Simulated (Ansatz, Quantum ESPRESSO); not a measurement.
## BaTe (Fm-3m): Raman and infrared activity

Aim: Raman and infrared lines of BaTe (Fm-3m).

Program: Quantum ESPRESSO 8.0 development, patched. Level of theory: DFT LDA, scalar-relativistic, plane waves, PseudoDojo norm-conserving pseudopotentials. Results are calculated unless marked as measured.

Report form: the programs' logs are mostly left out.

The database entry behind the starting cell differs from later determinations by our own check (about 2.5 % short), so it need not match the best structure at ambient conditions.

In doubt: the program warns that the response may not be converged on this k-mesh (step 10), which bears on the force constants and all frequencies.

## 1. Starting point

The structure is cubic, space group Fm-3m (No. 225). The conventional cell has a = 6.820 Å, b = 6.820 Å, c = 6.820 Å, α = 90.00°, β = 90.00°, γ = 90.00°. Ba has 6 Te at 3.41 Å nearest. Nearest to Te lie 6 Ba at 3.41 Å. Farther neighbours and most contacts between anions are not listed.

## 2. A first look

A cheap run with smearing and empty bands tells whether the crystal has a gap, which decides between fixed occupations and smearing later on.

File probe.in:

```
&CONTROL
  calculation = 'scf'
  prefix      = 'x'
  outdir      = './tmp'
  pseudo_dir  = './pseudo'
  tprnfor     = .true.
  tstress     = .true.
  verbosity   = 'high'
/
&SYSTEM
  ibrav       = 2
  celldm(1)   = 12.88793217
  nat         = 2
  ntyp        = 2
  ecutwfc     = 68.0
  occupations = 'smearing'
  smearing    = 'gaussian'
  degauss     = 0.01
/
&ELECTRONS
  conv_thr         = 1.0d-07
  mixing_beta      = 0.7
  electron_maxstep = 100
/
ATOMIC_SPECIES
 Ba    137.3270  Ba.upf
 Te    127.6000  Te.upf
ATOMIC_POSITIONS crystal
 Ba     0.000000000   0.000000000   0.000000000
 Te     0.500000000   0.500000000   0.500000000
K_POINTS automatic
 4 4 4 0 0 0
```

Launch:

```
$ OMP_NUM_THREADS=1 mpirun -n 4 pw.x -nk 4 -in probe.in > probe.out
```

The job ended after 2.8 s (4 MPI ranks of Arm Neoverse V2, shared host).

This step gave:

```
volume per atom   : 39.65 Å³
pressure          : 0.791 GPa
gap on the k-mesh : 1.248 eV
```

A gap of 1.2 eV opens on this mesh, so the crystal is taken as an insulator; the start stands at 0.79 GPa.

## 3. Relaxation

Frequencies change by per cents with a per cent of volume, so the structure is first brought to rest at this level of theory.

File relax.in:

```
&CONTROL
  calculation   = 'vc-relax'
  prefix        = 'x'
  outdir        = './tmp'
  pseudo_dir    = './pseudo'
  tprnfor       = .true.
  tstress       = .true.
  forc_conv_thr = 2.0d-05
  etot_conv_thr = 1.0d-07
  nstep         = 40
/
&SYSTEM
  ibrav       = 2
  celldm(1)   = 12.88793217
  nat         = 2
  ntyp        = 2
  ecutwfc     = 68.0
  occupations = 'fixed'
  nbnd        = 15
/
&ELECTRONS
  conv_thr         = 1.0d-11
  mixing_beta      = 0.7
  electron_maxstep = 100
/
&IONS
/
&CELL
  press_conv_thr = 0.2
/
ATOMIC_SPECIES
 Ba    137.3270  Ba.upf
 Te    127.6000  Te.upf
ATOMIC_POSITIONS crystal
 Ba     0.000000000   0.000000000   0.000000000
 Te     0.500000000   0.500000000   0.500000000
K_POINTS automatic
 6 6 6 0 0 0
```

Launch:

```
$ OMP_NUM_THREADS=1 mpirun -n 4 pw.x -nk 4 -in relax.in > relax.out
```

Wall time 28 s (4 MPI ranks); 1.8 min of CPU time.

The steps of the relaxation:

| step | energy less that of the first step (eV) | largest force (eV/Å) | pressure (GPa) | volume (Å³) |
| --- | --- | --- | --- | --- |
| 1 | 0.0000 | 0.0000 | 0.71 | 79.30 |
| 2 | -0.0011 | 0.0000 | 0.55 | 79.59 |
| 3 | -0.0020 | 0.0000 | 0.38 | 79.91 |
| 4 | -0.0028 | 0.0000 | 0.12 | 80.38 |
| 5 | -0.0029 | 0.0000 | 0.00 | 80.61 |
| 6 | -0.0029 | 0.0000 | 0.00 | 80.61 |
| 7 | -0.0052 | 0.0000 | 0.09 | 80.61 |

| conventional cell, symmetrised | before | after | change |
| --- | --- | --- | --- |
| a (Å) | 6.820 | 6.857 | +0.5 % |
| b (Å) | 6.820 | 6.857 | +0.5 % |
| c (Å) | 6.820 | 6.857 | +0.5 % |
| volume (Å³/atom) | 39.65 | 40.31 | +1.7 % |

Final coordinates:

```cif
data_structure
_symmetry_space_group_name_H-M 'P 1'
_symmetry_Int_Tables_number 1
_cell_length_a 4.8489
_cell_length_b 4.8489
_cell_length_c 4.8489
_cell_angle_alpha 60.000
_cell_angle_beta 60.000
_cell_angle_gamma 60.000
_cell_volume 80.61
loop_
_atom_site_label
_atom_site_type_symbol
_atom_site_fract_x
_atom_site_fract_y
_atom_site_fract_z
_atom_site_occupancy
Ba1 Ba 0.00000 0.00000 0.00000 1
Te2 Te 0.50000 0.50000 0.50000 1
```

The last row of the table of steps is pw.x's closing run on a basis chosen anew for the final cell, so its energy can jump.

Numbers from this step:

* volume per atom: 40.31 Å³
* pressure: 0.09000 GPa
* gap on the k-mesh: 1.298 eV

The volume changes by +1.7 % from the cell with which this run began.

## 4. Ground state

Perturbation theory inherits every error of the wavefunctions, so the threshold is set near the limit of the arithmetic. With a gap, occupations are fixed, which also allows the response to an electric field.

File scf.in:

```
&CONTROL
  calculation = 'scf'
  prefix      = 'x'
  outdir      = './tmp'
  pseudo_dir  = './pseudo'
  tprnfor     = .true.
  tstress     = .true.
/
&SYSTEM
  ibrav       = 2
  celldm(1)   = 12.95847197
  nat         = 2
  ntyp        = 2
  ecutwfc     = 68.0
  occupations = 'fixed'
  nbnd        = 15
/
&ELECTRONS
  conv_thr         = 1.0d-12
  mixing_beta      = 0.7
  electron_maxstep = 100
/
ATOMIC_SPECIES
 Ba    137.3270  Ba.upf
 Te    127.6000  Te.upf
ATOMIC_POSITIONS crystal
 Ba     0.000000000   0.000000000   0.000000000
 Te     0.500000000   0.500000000   0.500000000
K_POINTS automatic
 6 6 6 0 0 0
```

Launch:

```
$ OMP_NUM_THREADS=1 mpirun -n 4 pw.x -nk 4 -in scf.in > scf.out
```

Elapsed: 6.7 s, on 4 MPI ranks.

The cell stands at 0.090 GPa, close enough for phonons.

## 5. Linear response at Γ

At q = 0 one unit cell holds all displacements; symmetry groups them into irreducible representations that are solved one by one. The response to a field gives ε∞ and the Born charges, which polar modes need. Third-order response adds the Raman tensors.

File ph.in:

```
phonons
&INPUTPH
  prefix = 'x'
  outdir = './tmp'
  fildyn = 'g.dyn'
  tr2_ph = 1.0d-18
  epsil  = .true.
  lraman = .true.
  elop   = .true.
/
0.000000000000 0.000000000000 0.000000000000
```

Launch:

```
$ OMP_NUM_THREADS=1 mpirun -n 4 ph.x -nk 4 -in ph.in > ph.out
```

Wall time 7.5 min (4 MPI ranks).

Read from the output:

```yaml
miss_of_the_charge_sum_rule: 0.03299 e
largest_acoustic_frequency_at_the_zone_centre_before_the_sum_rule: 1.17 cm⁻¹
highest_optical_zone_centre_mode_no_lo_to_term: 101.4 cm⁻¹
lowest_optical_zone_centre_mode: 101.4 cm⁻¹
mean_high_frequency_dielectric_constant: 6.755
largest_born_charge_in_size_third_of_the_trace: 2.665 e
```

Born charge (rows field, columns displacement), before the sum rule (e), principal values of the symmetric part by kind of site:

| atom | atoms with these values | low | middle | high | mean |
| --- | --- | --- | --- | --- | --- |
| Ba1 | 1 | 2.63 | 2.63 | 2.63 | 2.63 |
| Te2 | 1 | -2.66 | -2.66 | -2.66 | -2.66 |

In full for Te2:

```
-2.66  0.00  0.00
 0.00 -2.66  0.00
 0.00  0.00 -2.66
```

High-frequency dielectric tensor:

```
6.76 0.00 0.00
0.00 6.76 0.00
0.00 0.00 6.76
```

The acoustic modes at Γ come out as far as 1.2 cm⁻¹ from zero, where they should vanish, a small numerical error; the Born charges miss their sum rule by 0.033 e, which is fair.

## 6. Zone-centre analysis

A rigid shift of the crystal must cost nothing, but grids and finite bases break this; the acoustic sum rule is imposed before the matrix is diagonalised again. With Born charges the intensities follow, and the static dielectric tensor.

File dynmat.in:

```
&INPUT
  fildyn = 'g.dyn'
  asr    = 'simple'
  fileig = 'dynmat.eig'
  lperm  = .true.
/
```

Launch:

```
$ dynmat.x -in dynmat.in > dynmat.out
```

Elapsed: 0.47 s, on 1 thread.

Numbers from this step:

| Quantity | Value |
| --- | --- |
| mean static dielectric constant | 13.05 |

Unit eigenvectors of the mass-weighted matrix after the sum rule; no LO-TO term. The modes at Γ (shares of kinetic energy by element, %):

| mode | frequency (cm⁻¹) | symmetry | Ba % | Te % |
| --- | --- | --- | --- | --- |
| 1 | 0.0 | acoustic | 52 | 48 |
| 2 | 0.0 | acoustic | 52 | 48 |
| 3 | 0.0 | acoustic | 52 | 48 |
| 4 | 101.4 | T1u | 48 | 52 |
| 5 | 101.4 | T1u | 48 | 52 |
| 6 | 101.4 | T1u | 48 | 52 |

Displacements in mode 5 (101.4 cm⁻¹), the largest set to 1:
```
Ba1  0.00  0.00 -0.93
Te2  0.00  0.00  1.00
```

Degenerate modes summed, no LO-TO term. Infrared lines, with heights relative to the strongest:

| position (cm⁻¹) | lines merged | label | IR intensity, relative |
| --- | --- | --- | --- |
| 101 | 3 | T1u | 100 |

Static dielectric tensor (ions relaxed, fixed cell):

```
13.05  0.00  0.00
 0.00 13.05  0.00
 0.00  0.00 13.05
```

The rule moves no optical mode by more than 0.1 cm⁻¹.

## 7. Sum rules set otherwise (asr no)

Without the rule the raw error of the acoustic modes shows.

File dynmat.in:

```
&INPUT
  fildyn = 'g.dyn'
  asr    = 'no'
  fileig = 'dynmat.eig'
  lperm  = .true.
/
```

Launch:

```
$ dynmat.x -in dynmat.in > dynmat.out
```

Run time: 0.46 s. Hardware: 1 thread.

Zone-centre frequencies as printed; negative means imaginary. Modes:

| mode | frequency (cm⁻¹) |
| --- | --- |
| 1 | 1.17 |
| 2 | 1.17 |
| 3 | 1.17 |
| 4 | 101.4 |
| 5 | 101.4 |
| 6 | 101.4 |

Against the first rule no mode moves by more than 1.2 cm⁻¹.

## 8. Sum rules set otherwise (asr crystal)

The rule can be imposed in more than one way; the choices should agree where the raw error is small.

File dynmat.in:

```
&INPUT
  fildyn = 'g.dyn'
  asr    = 'crystal'
  fileig = 'dynmat.eig'
  lperm  = .true.
/
```

Launch:

```
$ dynmat.x -in dynmat.in > dynmat.out
```

Run time: 0.46 s. Hardware: 1 thread.

Zone-centre frequencies as printed; negative means imaginary. Modes:

| mode | frequency (cm⁻¹) |
| --- | --- |
| 1 | 0 |
| 2 | 0 |
| 3 | 0 |
| 4 | 101.4 |
| 5 | 101.4 |
| 6 | 101.4 |

Against the first rule no mode moves by more than 0.1 cm⁻¹.

## 9. The LO-TO splitting (1 0 0)

A longitudinal polar mode sets up a macroscopic field that stiffens it; the term hangs on the direction from which q goes to zero.

File dynmat.in:

```
&INPUT
  fildyn = 'g.dyn'
  asr    = 'simple'
  fileig = 'dynmat.eig'
  q(1)   = 1.0
  q(2)   = 0.0
  q(3)   = 0.0
/
```

Launch:

```
$ dynmat.x -in dynmat.in > dynmat.out
```

It took 0.46 s on 1 thread.

This step gave:

- highest mode moved by the LO-TO term: 140.9 cm⁻¹

Zone-centre frequencies as printed; negative means imaginary. Modes:

| mode | frequency (cm⁻¹) |
| --- | --- |
| 1 | 0 |
| 2 | 0 |
| 3 | 0 |
| 4 | 101.4 |
| 5 | 101.4 |
| 6 | 140.9 |

The field moves one mode, from 101 to 141 cm⁻¹; the others stay.

## 10. A second program

The same cell goes through another code at the same cutoff. The files are of one family, but Ansatz's library holds files of its own making for some heavy elements, so those for Ba and Te may differ. Its k mesh is centred on Γ.

This step: DFT LDA, scalar-relativistic, plane waves, norm-conserving pseudopotentials of its library (PseudoDojo's, some remade) (Ansatz 0.2.0).

File input.yaml:

```yaml
crystal:
  lattice:
    - [-3.428664028, 0.0, 3.428664028]
    - [0.0, 3.428664028, 3.428664028]
    - [-3.428664028, 3.428664028, 0.0]
  atoms:
    - { symbol: Ba, position: [0.0, 0.0, 0.0] }
    - { symbol: Te, position: [0.5, 0.5, 0.5] }
kpoints:
  mp_grid: { grid: [6, 6, 6] }
hamiltonian:
  xc: lda
  pseudopotentials: { kind: nc, accuracy: standard }
scf:
  occupations: { method: fixed }
output:
  eigenvalues: true
basis:
  ecutwfc: 925.187
phonons:
  method: dfpt
  dielectric: true
  rigid_motions: translations
  raman: true
```

Launch:

```
$ ansatz run input.yaml --threads 4 --pin off --max-ram 8192MiB --backend cpu --events-out ev --progress --plain --runs-dir out
```

Elapsed: 2.4 min, on 4 threads; peak memory 1.8 GiB; 9.1 min of CPU time.

This step gave:

| Property | Result |
| --- | --- |
| gap on the k-mesh | 1.355 eV |
| sum-rule residual before enforcement | 8.52e-4 eV/Å² |
| miss of the charge sum rule | 6.16e-4 e |
| estimated error of the dielectric tensor | 0.01943 |
| estimated error of the Born charges | 0.01749 e |
| highest optical zone-centre mode (no LO-TO term) | 99.83 cm⁻¹ |
| lowest optical zone-centre mode | 99.83 cm⁻¹ |
| mean high-frequency dielectric constant | 6.442 |
| largest Born charge in size (third of the trace) | 2.584 e |
| mean static dielectric constant | 12.62 |
| highest mode moved by the LO-TO term | 139.8 cm⁻¹ |

Transverse modes. Infrared lines, with heights relative to the strongest:

| position (cm⁻¹) | label | IR intensity ((D/Å)²/amu), degenerate modes summed, relative |
| --- | --- | --- |
| 100 | T1u | 100 |

The log warns that the force constants on this k mesh are to be taken as unconverged.

## 11. Side by side: QE PseudoDojo and Ansatz, library NC

Worked out from the results:

```
root-mean-square difference : 1.55 cm⁻¹
largest difference          : 1.55 cm⁻¹
```

Frequencies side by side, by row:

| q (reciprocal lattice) | mode | QE PseudoDojo (cm⁻¹) | Ansatz, library NC (cm⁻¹) |
| --- | --- | --- | --- |
| 0 0 0 | 1 | 0 | 0 |
| 0 0 0 | 2 | 0 | 0 |
| 0 0 0 | 3 | 0 | 0 |
| 0 0 0 | 4 | 101.4 | 99.83 |
| 0 0 0 | 5 | 101.4 | 99.83 |
| 0 0 0 | 6 | 101.4 | 99.83 |

The two runs side by side. Further quantities:

| quantity | QE PseudoDojo | Ansatz, library NC |
| --- | --- | --- |
| mean ε∞ | 6.755 | 6.442 |
| largest Born charge in size (e; the first before, the second after the charge sum rule) | 2.665 | 2.584 |
| summed IR intensity ((D/Å)²/amu) | 7.339 | 6.986 |

At the zone centre the largest difference (acoustic modes at Γ apart) is 2 % of the highest mode; ε∞ differs by 4.9 %.

## 12. Summary of results

| Quantity | Value |
| --- | --- |
| space group after relaxation | Fm-3m |
| volume per atom | 40.3 Å³ |
| gap on the k-mesh | 1.30 eV |
| highest optical zone-centre mode (no LO-TO term) | 101.4 cm⁻¹ |
| highest mode moved by the LO-TO term (probably not converged in the k mesh) | 140.9 cm⁻¹ |
| mean high-frequency dielectric constant (probably not converged in the k mesh) | 6.76 |
| largest Born charge in size (third of the trace) (probably not converged in the k mesh) | 2.66 e |
| mean static dielectric constant (probably not converged in the k mesh) | 13.1 |
| imaginary optical modes at the zone centre (no q mesh in this session) | none |
| largest difference from Ansatz, library NC | 1.55 cm⁻¹ |

**Reading.** No mode is Raman active in this structure; the strongest infrared line lies at 101 cm⁻¹. At the LDA level the optical modes of BaTe (Fm-3m) at the zone centre (no LO-TO term) lie at 101 cm⁻¹. Along the directions run, the highest mode that the macroscopic field moves lies at 141 cm⁻¹. Lattice motion raises the mean dielectric constant from 6.755 to 13.05. ε∞, the Born charges and what follows from them are probably not converged in the k mesh. The Lyddane-Sachs-Teller relation holds: (ωLO/ωTO)² is 1.93 and ε₀/ε∞ is 1.93. QE PseudoDojo and Ansatz, library NC differ by 1.6 cm⁻¹ in the root mean square and by 1.6 cm⁻¹ at most, 1.5 % of the highest mode compared (acoustic modes at Γ left out); the two use different potentials, and the cell was not relaxed for the second set. The mean ε∞ is 6.755 against 6.442: the first is summed on the ground state's k mesh, while Ansatz refines the mesh of its field response, and the potentials differ. These are harmonic frequencies at zero temperature: anharmonic shifts and linewidths and thermal expansion are left out. Spin-orbit coupling is left out, which can matter for the heavy elements here. The relaxation ran at 68 Ry, under the 82 Ry recommended for these files; the stress of so short a basis can leave the cell about one per cent too small. Ansatz warns that the cutoff lies 17 % under the one recommended for these files; agreement at one cutoff is not convergence. The total energies of the two programs lie far apart, so at least one potential file in Ansatz's library differs from the published one read by the first program. Ansatz's log warns that force constants on this k mesh are to be taken as unconverged, an error that the frequencies of both programs share. The build is a development version in which the Raman tensors of release 7.5 are mended; dynmat.x leaves out the electro-optic term of LO lines.

[Host names and launcher messages were left out of these logs when they were recorded.]

[Logs are printed without paths, hosts, clocks, repeated set-up lines and the standing remarks that a program may print on its own settings, such as how far it seeks lower states.]

[Hosts, paths, dates, database ids (printed as entryN), source tags and the programs' standing remarks are cut or masked in the printed files.]
